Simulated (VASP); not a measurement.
A run of VASP 6.6.1 is set up as follows.

Contents of POSCAR:

```
InSe
1.0
    4.0321066000      0.0000000000      0.0000000000
   -2.0160533000      3.4919067000      0.0000000000
    0.0000000000      0.0000000000     16.7472324000
In Se
4 4
Direct
    0.3333334000      0.6666667000      0.1666036000
    0.6666666000      0.3333334000      0.6666036000
    0.3333334000      0.6666667000      0.3333964000
    0.6666666000      0.3333334000      0.8333964000
    0.3333334000      0.6666667000      0.5896630000
    0.6666666000      0.3333334000      0.0896629000
    0.3333334000      0.6666667000      0.9103370000
    0.6666666000      0.3333334000      0.4103371000
```

INCAR.step1

```
SYSTEM = InSe
PREC = Accurate ; ENCUT = 400
EDIFF = 1E-7 ; ISMEAR = 0
SIGMA = 0.02 ; LREAL = .False.
LASPH = .True. ; NELM = 80
ALGO = Normal ; ISIF = 2
LWAVE = .False. ; LCHARG = .True.
```

The input KPOINTS.step1:

```
regular mesh
0
Gamma
  12 12 2
  0 0 0
```

INCAR.step2

```
SYSTEM = InSe
PREC = Accurate ; ENCUT = 400
EDIFF = 1E-7 ; ISMEAR = 0
SIGMA = 0.05 ; LREAL = .False.
LASPH = .True. ; NELM = 80
ALGO = Normal ; ISIF = 2
LWAVE = .False. ; LCHARG = .False.
ICHARG = 11
```

KPOINTS.step2

```
path GMKGALHA,LM,KH
20
line-mode
reciprocal
 0.0000000000  0.0000000000  0.0000000000  G
 0.5000000000  0.0000000000  0.0000000000  M

 0.5000000000  0.0000000000  0.0000000000  M
 0.3333333333  0.3333333333  0.0000000000  K

 0.3333333333  0.3333333333  0.0000000000  K
 0.0000000000  0.0000000000  0.0000000000  G

 0.0000000000  0.0000000000  0.0000000000  G
 0.0000000000  0.0000000000  0.5000000000  A

 0.0000000000  0.0000000000  0.5000000000  A
 0.5000000000  0.0000000000  0.5000000000  L

 0.5000000000  0.0000000000  0.5000000000  L
 0.3333333333  0.3333333333  0.5000000000  H

 0.3333333333  0.3333333333  0.5000000000  H
 0.0000000000  0.0000000000  0.5000000000  A

 0.5000000000  0.0000000000  0.5000000000  L
 0.5000000000  0.0000000000  0.0000000000  M

 0.3333333333  0.3333333333  0.0000000000  K
 0.3333333333  0.3333333333  0.5000000000  H
```

Potentials or basis: VASP PAW LDA potentials, release 64 (In_d, Se).

Command:

```console
$ cat potpaw_LDA.64/In_d/POTCAR potpaw_LDA.64/Se/POTCAR > POTCAR
$ cp INCAR.step1 INCAR
$ cp KPOINTS.step1 KPOINTS
$ mpirun -np 1 vasp_std > vasp.out
$ cp INCAR.step2 INCAR
$ cp KPOINTS.step2 KPOINTS
$ mpirun -np 1 vasp_std > vasp.out
```

**Question.** Estimate the band gap on the k mesh.

**Answer.** 0.16 eV, direct.

**Question.** Estimate the band gap along the path.

**Answer.** 0.16 eV, direct.

Levels at the corners of the path, in eV from the valence-band top:
| point | band 34 | band 35 | band 36 | band 37 | band 38 | band 39 | band 40 | band 41 | band 42 | band 43 |
| --- | --- | --- | --- | --- | --- | --- | --- | --- | --- | --- |
| Γ | -1.16 | -1.16 | -1.09 | -1.09 | 0.00 | 0.16 | 1.62 | 1.95 | 1.96 | 4.10 |
| M | -2.17 | -2.14 | -2.07 | -1.97 | -1.37 | 0.95 | 1.10 | 1.82 | 1.84 | 3.20 |
| M | -2.17 | -2.14 | -2.07 | -1.97 | -1.37 | 0.95 | 1.10 | 1.82 | 1.84 | 3.20 |
| K | -2.74 | -2.12 | -2.12 | -1.71 | -1.71 | 1.41 | 2.04 | 2.29 | 2.29 | 3.16 |
| K | -2.74 | -2.12 | -2.12 | -1.71 | -1.71 | 1.41 | 2.04 | 2.29 | 2.29 | 3.16 |
| Γ | -1.16 | -1.16 | -1.09 | -1.09 | 0.00 | 0.16 | 1.62 | 1.95 | 1.96 | 4.10 |
| Γ | -1.16 | -1.16 | -1.09 | -1.09 | 0.00 | 0.16 | 1.62 | 1.95 | 1.96 | 4.10 |
| A | -1.12 | -1.12 | -1.12 | -0.99 | -0.99 | 1.10 | 1.10 | 1.97 | 1.97 | 4.17 |
| A | -1.12 | -1.12 | -1.12 | -0.99 | -0.99 | 1.10 | 1.10 | 1.97 | 1.97 | 4.17 |
| L | -2.30 | -2.05 | -2.05 | -1.75 | -1.75 | 1.33 | 1.33 | 1.47 | 1.47 | 3.43 |
| L | -2.30 | -2.05 | -2.05 | -1.75 | -1.75 | 1.33 | 1.33 | 1.47 | 1.47 | 3.43 |
| H | -2.56 | -2.44 | -2.44 | -1.54 | -1.54 | 1.67 | 1.67 | 2.14 | 2.14 | 3.33 |
| H | -2.56 | -2.44 | -2.44 | -1.54 | -1.54 | 1.67 | 1.67 | 2.14 | 2.14 | 3.33 |
| A | -1.12 | -1.12 | -1.12 | -0.99 | -0.99 | 1.10 | 1.10 | 1.97 | 1.97 | 4.17 |
| L | -2.30 | -2.05 | -2.05 | -1.75 | -1.75 | 1.33 | 1.33 | 1.47 | 1.47 | 3.43 |
| M | -2.17 | -2.14 | -2.07 | -1.97 | -1.37 | 0.95 | 1.10 | 1.82 | 1.84 | 3.20 |
| K | -2.74 | -2.12 | -2.12 | -1.71 | -1.71 | 1.41 | 2.04 | 2.29 | 2.29 | 3.16 |
| H | -2.56 | -2.44 | -2.44 | -1.54 | -1.54 | 1.67 | 1.67 | 2.14 | 2.14 | 3.33 |

Caveat: the log is that of the step along the path at fixed density, whose energy, stress, charges and moments have no meaning; spin-orbit coupling is left out, which moves the levels of the heavy elements.
